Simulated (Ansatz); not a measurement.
Al2O3, space group P-3m1, a single point from an input typed as a dict

Program: Ansatz 0.2.0, Python API.

Typed at the interpreter:
```pycon
>>> import warnings
>>> import ansatz as az
>>> warnings.simplefilter('ignore', az.DeckWarning)
>>> deck = {
...     'crystal': {
...         'lattice': [[3.017483, 0.0, 0.0], [-1.508741, 2.613217, 0.0], [0.0, 0.0, 7.574636]],
...         'atoms': [
...             {'symbol': 'Al', 'position': [0.0, 0.0, 0.277951]},
...             {'symbol': 'Al', 'position': [0.0, 0.0, 0.722049]},
...             {'symbol': 'O', 'position': [0.333333, 0.666667, 0.199454]},
...             {'symbol': 'O', 'position': [0.666667, 0.333333, 0.800546]},
...             {'symbol': 'O', 'position': [0.0, 0.0, 0.5]},
...         ],
...     },
...     'kpoints': {'mp_grid': {'grid': [7, 7, 3]}},
...     'hamiltonian': {'xc': 'pbesol', 'dispersion': 'd3bjatm'},
...     'scf': {'occupations': {'method': 'fixed'}},
...     'basis': {'ecutwfc': '350 eV'},
...     'output': {'forces': True, 'stress': True, 'eigenvalues': True},
... }
>>> result = az.Session.from_dict(deck).plan(threads=1).execute()

>>> data = result.report
>>> result.unlabelled_reasons
[]
>>> data['n_electrons']
24.0
>>> {key: value for key, value in data.items() if isinstance(value, (int, float)) and 'ev' in key}
{'n_hpsi_unsolved_levels': 324, 'gap_by_band_count_ev': 2.1831710725466227, 'fermi_energy_ev': 4.876428628486802, 'harris_foulkes_ev': -2738.2129026770112, 'scf_correction_max_component_ev_ang': 0.0004315924671832133, 'free_energy_ev': -2738.2129026801485, 'internal_energy_ev': -2738.2129026801485, 'lagrangian_ev': -2738.2129026801485, 'energy_sigma0_ev': -2738.2129026801485, 'lagrangian_sigma0_ev': -2738.2129026801485, 'entropy_ts_ev': 0.0, 'loop_fermi_energy_ev': 4.876428628486802, 'occupations_fermi_energy_ev': 4.876428628486802}
>>> print('%-22s %14.5f eV' % ('F = E - TS', data['free_energy_ev']))
F = E - TS                -2738.21290 eV
>>> print('%-22s %14.5f eV' % ('E', data['internal_energy_ev']))
E                         -2738.21290 eV
>>> print('%-22s %14.5f eV' % ('Harris-Foulkes', data['harris_foulkes_ev']))
Harris-Foulkes            -2738.21290 eV
>>> print('%-22s %14.5f eV' % ('Fermi level', data['fermi_energy_ev']))
Fermi level                   4.87643 eV
>>> edges = data.get('band_edges_ev')
>>> if edges:
...     print(f'band edges on the mesh: {edges[0]:.3f} and {edges[1]:.3f} eV, gap {edges[1] - edges[0]:.3f} eV')
... else:
...     print('no band edges reported (a metal, or a gap too narrow for this smearing); Fermi level', round(data['fermi_energy_ev'], 3), 'eV')
...
band edges on the mesh: 4.876 and 7.060 eV, gap 2.183 eV
>>> # forces in eV per angstrom
>>> print('forces (eV/A)')
forces (eV/A)
>>> for site, force in zip(result.lattice.sites, data['forces_ev_ang']):
...     print(f'  {site.symbol:2s} {force[0]:9.4f} {force[1]:9.4f} {force[2]:9.4f}')
...
  Al    0.0000    0.0000    0.1542
  Al   -0.0000   -0.0000   -0.1542
  O    -0.0000    0.0000    0.1914
  O     0.0000    0.0000   -0.1914
  O     0.0000   -0.0000    0.0000
>>> used = data['setup']
>>> print('cutoffs (eV):', used['ecut_ev'], used['ecutrho_ev'], ' FFT grid:', used['fft_dense'])
cutoffs (eV): 350.0 1400.0  FFT grid: [20, 20, 48]
>>> print('cell volume {:.3f} A^3, {} symmetry operations'.format(used['cell_volume_ang3'], used['n_sym_ops']))
cell volume 59.729 A^3, 12 symmetry operations
>>> terms = data['components']
>>> {name: round(terms[name], 3) for name in ('e_kinetic', 'e_hartree', 'e_xc', 'e_local', 'e_nonlocal')}
{'e_kinetic': 582.61, 'e_hartree': 488.074, 'e_xc': -299.727, 'e_local': -1323.877, 'e_nonlocal': 162.059}
```

Notes:
- The settings weren't tested for convergence.
- The cutoff lies under the one recommended for these potentials.
- Along an axis with an odd division the mesh misses the point at one half; a gap read on a finite mesh is an upper bound on this functional's gap.
- Semilocal gaps usually lie well under measured ones.
- The energy terms are those on the plane-wave grid, with the one-centre PAW part apart; the terms shown are only some of the summands, so they needn't add up to F.
- The Fermi level of a run with fixed occupations marks the highest occupied state on its mesh, not mid-gap.
- The zero of the levels is a convention of the potentials, so an absolute Fermi energy is no work function.
- The structure comes from a database of computed cells and needn't be a stable or known phase.
- Gaps and levels are Kohn-Sham values on a finite set of k-points.
- The script silences the warnings on its input, which a real study should read.
- The whole script took 1.3 s on 1 thread of Intel(R) Xeon(R) Platinum 8375C CPU @ 2.90GHz (Ice Lake), on a shared host, peak memory 0.35 GiB.

(Lines on the test bed's own set-up are left out of the output.)
